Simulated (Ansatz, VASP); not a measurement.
# C in VASP and in Ansatz

```
C
1.0
     0.00000    1.78574    1.78574
     1.78574    0.00000    1.78574
     1.78574    1.78574    0.00000
C
2
Cartesian
  1.7857 1.7857 1.7857
  2.6786 2.6786 2.6786
```

Alike in both runs: functional PBE; k mesh 12 × 12 × 12; occupations gaussian, width 0.02 eV; no spin polarisation.

Ansatz relaxed the structure, and its values are those at the end. VASP's run is a single point on that final structure, the one shown.

```csv
,VASP,Ansatz
version,VASP 6.6.1,Ansatz 0.2.0
potentials or method,"VASP PAW PBE potentials, release 64 (C)","scalar-relativistic, plane waves, PAW"
plane-wave cutoff (eV),520,420
valence electrons in the cell,8,8
```

Ansatz gave:

| Item | Value |
| --- | --- |
| gap on the k mesh at the Fermi level (eV) | 4.15 |
| least direct gap on the mesh (eV) | 5.58 |
| pressure (GPa) | 0.0 |

Problem. Estimate VASP's values.

Solution. gap on the k mesh at the Fermi level (eV): 4.14; least direct gap on the mesh (eV): 5.58; pressure (GPa): 0.7.

The functional is the same, so the differences come from potentials, cutoffs and numerics.
